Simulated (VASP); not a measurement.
# Pt (Fm-3m) in VASP: notebook, part 2 of 2

VASP 6.6.1.

**4. Vibrations by finite differences, PBE**

This run uses another cell than the first one, of 15.45 Å³/atom, 1.025 times its volume.

INCAR reads:

```
SYSTEM = Pt
ALGO     = Normal         ! electronic algorithm
EDIFF    = 1E-8           ! SCF threshold, eV
ENCUT    = 520            ! plane-wave cutoff, eV
GGA      = PE             ! functional
IBRION   = 6              ! ionic algorithm
ISIF     = 3              ! what is computed and relaxed
ISMEAR   = 0              ! smearing method
LASPH    = .True.         ! aspherical terms in the spheres
LCHARG   = .False.        ! write CHGCAR
LREAL    = .False.        ! projectors in reciprocal space
LWAVE    = .False.        ! write WAVECAR
NELM     = 80             ! most SCF steps
NFREE    = 2            
NSW      = 1              ! ionic steps
POTIM    = 0.015          ! step
PREC     = Accurate       ! precision mode
SIGMA    = 0.1            ! smearing width, eV
```

KPOINTS reads:

```
k-points
0
Gamma
  6 6 6
  0 0 0
```

POSCAR reads:

```
Pt                                      
1.0
    0.0000000000      1.9769175493      1.9769175493
    1.9769175493      0.0000000000      1.9769175493
    1.9769175493      1.9769175493      0.0000000000
  Pt            
     1
Direct
     0.0000000000000000    0.0000000000000000    0.0000000000000000
```

Potentials or basis: VASP PAW PBE potentials, release 64 (Pt).

Command:

```sh
$ cat potpaw_PBE.64/Pt/POTCAR > POTCAR
$ mpirun -np 1 vasp_std > vasp.out
```

OUTCAR:

```text
SYSTEM = Pt
   EDIFF = 1E-8
   ENCUT = 520
   GGA = PE
   IBRION = 6
   ISIF = 3
   ISMEAR = 0
   LASPH = .True.
   LREAL = .False.
   NELM = 80
   NFREE = 2
   NSW = 1
   POTIM = 0.015
   PREC = Accurate

 ion  position               nearest neighbor table
   1  0.000  0.000  0.000-

  LATTYP: Found a face centered cubic cell.
 ALAT       =     3.9538350986

  Lattice vectors:

 A1 = (   0.0000000000,   1.9769175493,   1.9769175493)
 A2 = (   1.9769175493,   0.0000000000,   1.9769175493)
 A3 = (   1.9769175493,   1.9769175493,   0.0000000000)

Analysis of symmetry for initial positions (statically):
=====================================================================
 Subroutine PRICEL returns:
 Original cell was already a primitive cell.

 Routine SETGRP: Setting up the symmetry group for a
 face centered cubic supercell.

 Subroutine GETGRP returns: Found 48 space group operations
 (whereof 48 operations were pure point group operations)
 out of a pool of 48 trial point group operations.

The static configuration has the point symmetry O_h .

Analysis of symmetry for dynamics (positions and initial velocities):
=====================================================================
 Subroutine PRICEL returns:
 Original cell was already a primitive cell.

 Routine SETGRP: Setting up the symmetry group for a
 face centered cubic supercell.

 Subroutine GETGRP returns: Found 48 space group operations
 (whereof 48 operations were pure point group operations)
 out of a pool of 48 trial point group operations.

The dynamic configuration has the point symmetry O_h .

 Subroutine INISYM returns: Found 48 space group operations
 (whereof 48 operations are pure point group operations),
 and found     1 'primitive' translations

----------------------------------------------------------------------------------------

                                     Primitive cell

  volume of cell :      15.4524

  direct lattice vectors                    reciprocal lattice vectors
     0.000000000  1.976917549  1.976917549    -0.252918995  0.252918995  0.252918995
     1.976917549  0.000000000  1.976917549     0.252918995 -0.252918995  0.252918995
     1.976917549  1.976917549  0.000000000     0.252918995  0.252918995 -0.252918995

  length of vectors
     2.795783610  2.795783610  2.795783610     0.438068550  0.438068550  0.438068550

  position of ions in fractional coordinates (direct lattice)
     0.000000000  0.000000000  0.000000000

[... 112 lines left out ...]
  ext. energy  EPLUGINS =         0.00000000
  ---------------------------------------------------
  free energy    TOTEN  =        -6.20364765 eV

  energy without entropy =       -6.19655441  energy(sigma->0) =       -6.20010103

------------------------ aborting loop because EDIFF is reached ----------------------------------------

  FORCE on cell =-STRESS in cart. coord.  units (eV):
  Direction    XX          YY          ZZ          XY          YZ          ZX
  --------------------------------------------------------------------------------------
  -------------------------------------------------------------------------------------
  Total       -0.0005813     -0.0005813     -0.0005813      0.0000000      0.0000000      0.0000000
  in kB       -0.0602674     -0.0602674     -0.0602674      0.0000000      0.0000000      0.0000000
  external PRESSURE =      -0.0602674 kB  Pullay stress =       0.0000000 kB
[... 86 lines left out ...]
  FREE ENERGIE OF THE ION-ELECTRON SYSTEM (eV)
  ---------------------------------------------------
  free  energy   TOTEN  =        -6.1998581395 eV

  energy  without entropy=       -6.1932325561  energy(sigma->0) =       -6.19654535

[... ionic steps 4 to 12 ...]

--------------------------------------- Ionic step       13  -------------------------------------------

 number of electron      10.0000001 magnetization

------------------------ aborting loop because EDIFF is reached ----------------------------------------
[... 65 lines left out ...]
--------------------------------------- Ionic step       15  -------------------------------------------

 number of electron      10.0000001 magnetization

 Free energy of the ion-electron system (eV)
  ---------------------------------------------------
  ext. energy  EPLUGINS =         0.00000000
  ---------------------------------------------------
  free energy    TOTEN  =        -6.20364754 eV

  energy without entropy =       -6.19655429  energy(sigma->0) =       -6.20010091

 E-fermi :  10.7779     XC(G=0): -13.3518

 val. band max:       10.7584705718   @ k =   0.5000   0.5000   0.0000
 cond. band min:      10.7951896951   @ k =   0.5000   0.0000   0.0000
 fundamental gap:      0.0367191233
 Fermi energy:        10.7778558194

 k-point     1 :       0.0000    0.0000    0.0000
  band No.  band energies     occupation
      1       0.8570      2.00000
      2       7.1305      2.00000
      3       7.1305      2.00000
      4       7.1305      2.00000
      5       9.1924      2.00000
      6       9.1924      2.00000
      7      25.5166      0.00000
      8      30.3384      0.00000
      9      30.3384      0.00000
[... 206 lines left out ...]
  FREE ENERGIE OF THE ION-ELECTRON SYSTEM (eV)
  ---------------------------------------------------
  free  energy   TOTEN  =        -6.2036475383 eV

  energy  without entropy=       -6.1965542885  energy(sigma->0) =       -6.20010091

 INTERNAL STRAIN TENSORS FROM STRAINED CELLS
 ============================================

 INTERNAL STRAIN TENSOR FOR ION    1 for displacements in x,y,z  (eV/Angst):
          X           Y           Z          XY          YZ          ZX
  --------------------------------------------------------------------------------
  x    -0.00000     0.00000    -0.00000     0.00000     0.00000     0.00000
  y    -0.00000     0.00000    -0.00000     0.00000    -0.00000     0.00000
  z     0.00000    -0.00000    -0.00000     0.00000    -0.00000     0.00000

 INTERNAL STRAIN TENSORS FROM DISPLACED ATOMS
 ============================================

 INTERNAL STRAIN TENSOR FOR ION    1 for displacements in x,y,z  (eV/Angst):
          X           Y           Z          XY          YZ          ZX
  --------------------------------------------------------------------------------
  x     0.00000     0.00000     0.00000     0.00000     0.00000     0.00000
  y     0.00000     0.00000     0.00000     0.00000     0.00000     0.00000
  z     0.00000     0.00000     0.00000     0.00000     0.00000     0.00000

 Eigenvectors and eigenvalues of the dynamical matrix
 ----------------------------------------------------

   1 f  =    0.000000 THz     0.000000 2PiTHz    0.000000 cm-1     0.000000 meV
             X         Y         Z           dx          dy          dz
      0.000000  0.000000  0.000000     1.000000    0.000000    0.000000

   2 f  =    0.000000 THz     0.000000 2PiTHz    0.000000 cm-1     0.000000 meV
             X         Y         Z           dx          dy          dz
      0.000000  0.000000  0.000000     0.000000    1.000000    0.000000

   3 f  =    0.000000 THz     0.000000 2PiTHz    0.000000 cm-1     0.000000 meV
             X         Y         Z           dx          dy          dz
      0.000000  0.000000  0.000000     0.000000    0.000000    1.000000

--------------------------------------------------------------------------------------------------------

 ELASTIC MODULI CONTR FROM IONIC RELAXATION (kBar)
 Direction    XX          YY          ZZ          XY          YZ          ZX
 --------------------------------------------------------------------------------
 XX           0.0000      0.0000      0.0000      0.0000      0.0000      0.0000
 YY           0.0000      0.0000      0.0000      0.0000      0.0000      0.0000
 ZZ           0.0000      0.0000      0.0000      0.0000      0.0000      0.0000
 XY           0.0000      0.0000      0.0000      0.0000      0.0000      0.0000
 YZ           0.0000      0.0000      0.0000      0.0000      0.0000      0.0000
 ZX           0.0000      0.0000      0.0000      0.0000      0.0000      0.0000
 --------------------------------------------------------------------------------

 TOTAL ELASTIC MODULI (kBar)
 Direction    XX          YY          ZZ          XY          YZ          ZX
 --------------------------------------------------------------------------------
 XX        3439.5927   2178.4191   2178.4191     -0.0000      0.0000      0.0000
 YY        2178.4191   3439.5927   2178.4191      0.0000     -0.0000     -0.0000
 ZZ        2178.4191   2178.4191   3439.5927     -0.0000      0.0000      0.0000
 XY          -0.0000      0.0000     -0.0000    752.4976      0.0000      0.0000
 YZ           0.0000     -0.0000      0.0000      0.0000    752.4976      0.0000
 ZX           0.0000     -0.0000      0.0000      0.0000      0.0000    752.4976
 --------------------------------------------------------------------------------
```

Run time: 33 s. Hardware: 1 thread of Intel Xeon 6975P-C (Granite Rapids), shared host; peak memory 0.16 GiB.

What came out:

```
Elastic constants C11, C12, C44 : 344, 218, 75 GPa
Voigt bulk modulus              : 260 GPa
```

Elastic tensor in Voigt notation (GPa, in the Cartesian axes of the cell as first typed):
```
344 218 218   0   0   0
218 344 218   0   0   0
218 218 344   0   0   0
  0   0   0  75   0   0
  0   0   0   0  75   0
  0   0   0   0   0  75
```

Clamped-ion elastic tensor (GPa):
```
344 218 218   0   0   0
218 344 218   0   0   0
218 218 344   0   0   0
  0   0   0  75   0   0
  0   0   0   0  75   0
  0   0   0   0   0  75
```

Caveat: the k mesh is coarse (spacing up to 0.46 Å⁻¹), so the values aren't converged; elastic constants of metals need much finer meshes, so these are rough. The run has no spin-orbit coupling, so splittings on Pt are missing.
